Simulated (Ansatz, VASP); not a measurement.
# BeTe: VASP beside Ansatz

Wanted: the spread between two codes on one cell, functional and k mesh.

Main program and level: Ansatz 0.2.0; plane waves, with VASP 6.6.1 beside it; G0W0 gap at PBE.

## 1. The structure

Symmetry: F-43m, No. 216, cubic system. The conventional cell has a = 5.663 Å, b = 5.663 Å, c = 5.663 Å, α = 90.00°, β = 90.00°, γ = 90.00°. Nearest to Be lie 4 Te at 2.45 Å. Nearest to Te lie 4 Be at 2.45 Å. Farther neighbours and most contacts between anions are not listed.

Coordinates:

```cif
data_structure
_symmetry_space_group_name_H-M 'F-43m'
_symmetry_Int_Tables_number 216
_cell_length_a 5.6629
_cell_length_b 5.6629
_cell_length_c 5.6629
_cell_angle_alpha 90.000
_cell_angle_beta 90.000
_cell_angle_gamma 90.000
_cell_volume 181.60
loop_
_atom_site_label
_atom_site_type_symbol
_atom_site_symmetry_multiplicity
_atom_site_Wyckoff_symbol
_atom_site_fract_x
_atom_site_fract_y
_atom_site_fract_z
_atom_site_occupancy
Be1 Be 4 a 0.00000 0.00000 0.00000 1
Te1 Te 4 c 0.25000 0.25000 0.25000 1
```

## 2. Ansatz: G0W0 gap, PBE

Ansatz runs on its default PAW (the set named soft_2) files.

Quasiparticle shifts depend on high empty states and on the cores, so they are the hardest test of two PAW sets.

The input, input.yaml:

```yaml
crystal:
  lattice:
    - [0.0, 2.8314587876, 2.8314587876]
    - [2.8314587876, 0.0, 2.8314587876]
    - [2.8314587876, 2.8314587876, 0.0]
  atoms:
    - { symbol: Be, position: [0.0, 0.0, 0.0] }
    - { symbol: Te, position: [0.75, 0.75, 0.75] }
hamiltonian:
  xc: pbe
  pseudopotentials: { kind: paw }
kpoints:
  mp_grid: { grid: [6, 6, 6] }
scf:
  occupations: { method: fixed }
gw:
  n_empty_bands: 100
  ecut_chi: 100.0
  qp_bands: [v2, c2]
  qp_kpoints: band_edges
  screening: { model: contour_deformation }
```

On the command line:

```bash
$ ansatz run input.yaml --threads 4 --pin off --max-ram 9216MiB --backend cpu --events-out ev --progress --plain --runs-dir out
```

Numbers of over 12 decimals in the logs are rounded to 6 here.

What it wrote:

```text
Engine: ansatz 0.2.0, aarch64-unknown-linux-gnu
Pseudopotentials: kind: paw
Pseudopotential: Be, paw, valence charge 2, recommended cutoff 420 eV (normal), Be.paw.azcp
Pseudopotential: Te, paw, valence charge 16, recommended cutoff 420 eV (normal), Te.paw.azcp
Functional definition: PBE
  parameter kappa = 0.804
  parameter beta = 0.066725
  exchange = pbe_x(kappa = kappa, mu = beta*pi^2/3)
  correlation = pbe_c(beta = beta)
Crystal: 2 atoms, lattice volume = 45.401 Å³
Basis set: ecut = 420 eV, 893 PW (Γ)
Bands: 13, of which v1, the nominal top of the filled ones, is band 9 counted from 1 (8 counted from 0)
Symmetry: 24 space group operations
Space group: F-43m (ITA 216), of the structure as read, at distance tolerance 3.6e-5 Å
k-points: 16 of 216 (time reversal used)
Non-local potential: Be, projectors of the file, l = 0: 2, l = 1: 2, l = 2: 1
Non-local potential: Te, projectors of the file, l = 0: 2, l = 1: 2, l = 2: 2, l = 3: 2
PAW form: soft (Blöchl's): semilocal exchange-correlation on the pseudo side does not see the compensation charge
PAW one-centre angular grid: Be, 110 points (default); XC on 64 Gauss nodes
PAW one-centre angular grid: Te, 590 points (default); XC on 64 Gauss nodes
Initial density: superposition of atomic densities (neutral atoms: chi_scale 0, normalization atom), corrected by the library's trained network
Initial wavefunctions: pseudopotential atomic-orbital guess
Functional: x = pbe(κ = 0.804, μ = 0.219515), c = pbe(β = 0.066725)
SCF iter   1: F=—  HF=-7073.439296 eV  |F-HF|=—  |Δ(HF+E_count)|=         —  Δρ=5.29e-4  dr2=1.69e-4  ethr=1.77e-3  ⟨swp⟩=5.4  Hψ=1136  notcnv=0  defer=20
preconditioner: auto → none  [insulator: Δε(μ)=2.028 eV  Ē_g=10.215 eV  n_scr=14 (ndim 8)  ℏωp=15.6 eV  f_vac=0.010  ε∞_Penn≈3.3]
SCF iter   2: F=—  HF=-7073.439212 eV  |F-HF|=—  |Δ(HF+E_count)|=   8.38e-5  Δρ=3.09e-4  dr2=5.54e-5  ethr=9.41e-7  ⟨swp⟩=2.5  Hψ=530  notcnv=0  defer=28
SCF iter   3: F=—  HF=-7073.439207 eV  |F-HF|=—  |Δ(HF+E_count)|=   5.31e-6  Δρ=1.66e-4  dr2=7.77e-6  ethr=3.08e-7  ⟨swp⟩=2.7  Hψ=342  notcnv=0  defer=28
SCF iter   4: F=—  HF=-7073.439228 eV  |F-HF|=—  |Δ(HF+E_count)|=   2.13e-5  Δρ=6.81e-5  dr2=4.00e-6  ethr=4.32e-8  ⟨swp⟩=2.0  Hψ=352  notcnv=0  defer=32
SCF iter   5: F=—  HF=-7073.439227 eV  |F-HF|=—  |Δ(HF+E_count)|=   1.14e-6  Δρ=3.46e-5  dr2=1.02e-6  ethr=2.22e-8  ⟨swp⟩=1.1  Hψ=211  notcnv=0  defer=32
SCF iter   6: F=-7073.439227 eV  HF=-7073.439227 eV  |F-HF|=4.78e-8  |Δ(HF+E_count)|=   3.73e-7  Δρ=8.12e-6  dr2=5.99e-8  ethr=5.56e-10  ⟨swp⟩=5.1  Hψ=968  notcnv=0
SCF 1 converged in 6 iterations: F = -7073.439227 eV  dr2 = 5.99e-8
  greatest PAW one-centre occupation: 0.998 electrons in one spin orbital (limit 2), on the Te atom at site 1 (counted from 0), in its partial waves of l = 2
NSCF: frozen V_eff on 16 k-points
G₀W₀ screening: q 1/16
G₀W₀ screening: q 2/16 (q-point 6)
G₀W₀ screening: q 3/16 (q-point 7)
G₀W₀ screening: q 4/16 (q-point 8)
G₀W₀ screening: q 5/16 (q-point 11)
G₀W₀ screening: q 6/16 (q-point 14)
G₀W₀ screening: q 7/16 (q-point 15)
G₀W₀ screening: q 8/16 (q-point 9)
G₀W₀ screening: q 9/16 (q-point 12)
G₀W₀ screening: q 10/16 (q-point 16)
G₀W₀ screening: q 11/16 (q-point 2)
G₀W₀ screening: q 12/16 (q-point 3)
G₀W₀ screening: q 13/16 (q-point 5)
G₀W₀ screening: q 14/16 (q-point 10)
G₀W₀ screening: q 15/16 (q-point 4)
G₀W₀ screening: q 16/16 (q-point 13)
G₀W₀ self-energy: k 1/7
G₀W₀ self-energy: k 2/7
G₀W₀ self-energy: k 3/7
G₀W₀ self-energy: k 4/7
G₀W₀ self-energy: k 5/7
G₀W₀ self-energy: k 6/7
G₀W₀ self-energy: k 7/7
NSCF: frozen V_eff on 1 k-points
NSCF: frozen V_eff on 1 k-points
SCF converged after 6 iterations
Free energy (F): -7073.439227 eV
Harris-Foulkes:  -7073.439227 eV  (|F-HF|=4.78e-8)
Internal energy: -7073.439227 eV  (E = F + TS)
E sigma→0 (E₀):  -7073.439227 eV
Fermi energy:    7.193017 eV
--- Per-component energies (eV) ---
  E_band       = -271.061336
  E_kinetic    = 199.449111
  E_local      = -1383.302017  (includes V_loc(G=0)·N_el)
  E_nonlocal   = -305.160137
  E_hartree    = 862.376287
  E_xc         = -143.200886
  E_vxc        = -123.918357  (∫ρ·V_xc dr)
  E_paw        = -4722.760184  (= ΣΔE_a)
  E_vpaw       = -382.873954  (= ΣTr[D̂ρ^β])
  E_aug_tail   = -0.000187  (compensation charges beyond the density's cutoff)
  E_ewald      = -1580.841214
  E_smearing   = -0.000000  (= −TS)
  E_closure    = -0.000000  (closes the sum)
  Σ components = -7073.439227   (vs F -7073.439227, Δ=0.00e0)
--- Band table (eV; the first three rows and the last of 16) ---
  k-point 0: bands = [... 5 lower, -4.9972, 7.1930, 7.1930, 7.1930, 10.8329, 10.8329, 10.8329, 10.8982]
  k-point 1: bands = [... 5 lower, -4.7451, 5.2363, 6.8262, 6.8262, 10.6386, 11.3643, 11.3643, 12.8863]
  k-point 2: bands = [... 5 lower, -4.1179, 2.8238, 6.2986, 6.2986, 10.3489, 11.8302, 11.8302, 14.9425]
  k-point 15: bands = [... 5 lower, -3.1986, 2.4981, 3.8922, 4.1901, 10.9291, 11.4865, 14.4945, 14.7838]
--- G₀W₀: contour deformation, 6 samples at zero and on the imaginary axis and 2 off it, 216 q-points, 100 empty bands' worth ---
  eigenvalues of the whole cell's RPA ε∞ on this k-mesh (on a slab, of 1 + 4πα/V) = 7.3346, 7.3346, 7.3346; static W/v taken at q = 0 is 0.136340
  bands read: the sum over 109 bands ends inside a degenerate multiplet in 1 slot, whose members it reads at an even weight; the widest, k=3: bands 109 to 110 (counted from 1) at 1/2 each
  gw.qp_kpoints: band_edges: 7 of 16 stored k-points solved, in 1 pass; an edge of the gap read off the rows below is read off those points alone
    valence top: of the k-points left out ik 8 came nearest to being solved in a further pass, in band 9 (counted from 1, as in the quasiparticle table): it holds the edge there only if its correction is more favourable than any solved in that band by at least 0.504 eV; those differ by 0.154 eV
    conduction bottom: of the k-points left out ik 10 came nearest to being solved in a further pass, in band 10 (counted from 1, as in the quasiparticle table): it holds the edge there only if its correction is more favourable than any solved in that band by at least 0.558 eV; those differ by 0.251 eV
    ik  band        ε_KS         Σx   Σc(E_QP)       V_xc       Z   E_QP_lin       E_QP  E_QP is
     0     8      7.1930   -16.0582     1.0770   -14.3510  0.7916     6.5594     6.5629  root
     0     9      7.1930   -16.0582     1.0770   -14.3510  0.7916     6.5594     6.5629  root
     0    10     10.8329    -6.2133    -4.0910   -10.6818  0.7827    11.2120    11.2104  root
     0    11     10.8329    -6.2133    -4.0910   -10.6818  0.7827    11.2120    11.2104  root
     1     8      6.8262   -15.7515     1.1608   -13.9465  0.7884     6.1782     6.1821  root
     1     9      6.8262   -15.7515     1.1608   -13.9465  0.7884     6.1782     6.1821  root
     1    10     10.6386    -7.0811    -4.1201   -11.5694  0.7869    11.0082    11.0066  root
     1    11     11.3643    -6.3916    -4.2440   -11.0260  0.7790    11.7567    11.7547  root
     2     8      6.2986   -15.6204     1.3617   -13.5788  0.7834     5.6139     5.6187  root
     2     9      6.2986   -15.6204     1.3617   -13.5788  0.7834     5.6139     5.6187  root
     2    10     10.3489    -7.4035    -4.0349   -11.7689  0.7886    10.6805    10.6793  root
     2    11     11.8302    -6.1266    -4.3535   -10.8499  0.7783    12.2020    12.2000  root
     3     8      6.0905   -15.6241     1.4519   -13.4765  0.7813     5.3895     5.3947  root
     3     9      6.0905   -15.6241     1.4519   -13.4765  0.7813     5.3895     5.3947  root
     3    10     10.2356    -7.5392    -4.0038   -11.8621  0.7892    10.5559    10.5548  root
     3    11     11.8132    -5.9393    -4.3052   -10.5866  0.7812    12.1569    12.1553  root
     4     8      6.2122   -15.3447     1.3352   -13.3310  0.7832     5.5290     5.5338  root
     4     9      6.2122   -15.3447     1.3352   -13.3310  0.7832     5.5290     5.5338  root
     4    10     10.2487    -6.0880    -3.9051   -10.2811  0.7892    10.5376    10.5367  root
     4    11     12.1380    -7.7702    -4.5615   -12.7419  0.7748    12.5508    12.5482  root
     9     8      5.0458   -15.2532     1.8185   -12.6764  0.7703     4.2796     4.2875  root
     9     9      5.0458   -15.2532     1.8185   -12.6764  0.7703     4.2796     4.2875  root
     9    10      9.4989    -5.9395    -3.7123    -9.8355  0.7970     9.6829     9.6826  root
     9    11     10.7139    -5.8775    -3.9855   -10.0447  0.7942    10.8960    10.8956  root
    12     8      4.6144   -15.2838     2.0055   -12.4945  0.7648     3.8212     3.8306  root
    12     9      4.6144   -15.2838     2.0055   -12.4945  0.7648     3.8212     3.8306  root
    12    10      9.2192    -5.4950    -3.6888    -9.3101  0.8036     9.3456     9.3454  root
    12    11      9.8958    -6.3580    -3.7304   -10.2511  0.7949    10.0587    10.0584  root
```

The job ended after 15 s (4 threads of Arm Neoverse V2, shared host; peak memory 0.42 GiB).

(Part 1 of 2 ends here.)

[Lines on the potential files, build, host, timing and source positions are cut from VASP's logs without a mark.]

[Logs are printed without paths, hosts, clocks, repeated set-up lines and the standing remarks that a program may print on its own settings, such as how far it seeks lower states.]

[Hosts, paths, dates, database ids (printed as entryN), source tags and the programs' standing remarks are cut or masked in the printed files.]
